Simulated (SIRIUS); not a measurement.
PbS: equation of state with PBEsol

Crystal: PbS.

```
Pb S
1.0
     4.08970    0.00000    0.00000
    -2.04485    3.54178    0.00000
     0.00000    0.00000    3.78817
Pb S
1 1
Direct
  0.00000 0.00000 0.00000
  0.66667 0.33333 0.50000
```

Measurements of this composition are mostly on another form, of space group No. 225.

```yaml
Program: SIRIUS 7.12.0
Task: equation of state
Functional: PBEsol
Potentials_or_basis: all-electron FP-LAPW
Cutoff: 158 eV
Basis: apw+lo standard
k_mesh: 8 × 8 × 7
Occupations: fermi-dirac, width 0.05 eV
Spin: no spin polarisation
```

```yaml
Equilibrium_volume: 25.93 Å³/atom
Bulk_modulus_at_fixed_shape_and_positions: 56 GPa
Pressure_derivative_of_the_bulk_modulus: "4.2 (rough: it moves with the points fitted)"
```

Energy against volume, from the lowest point:
| volume (Å³/atom) | energy (meV/atom) |
| --- | --- |
| 25.789 | 0.00 |
| 26.338 | 0.88 |
| 26.887 | 5.70 |
| 27.435 | 13.74 |
| 27.984 | 24.57 |
| 28.533 | 38.39 |
| 29.082 | 54.43 |

All runs of the series together: 9.7 min on 1 thread of Arm Neoverse V2 (shared host).

Caveat: the basis cutoff falls short for Ag, Pd and Pb here, so volumes come out up to a per cent or two small and moduli rough; the cell was scaled at fixed shape and fractional positions, which overstates the stiffness of a crystal with free parameters, most of all of layers and chains. The run has no spin-orbit coupling, so splittings on Pb are missing.
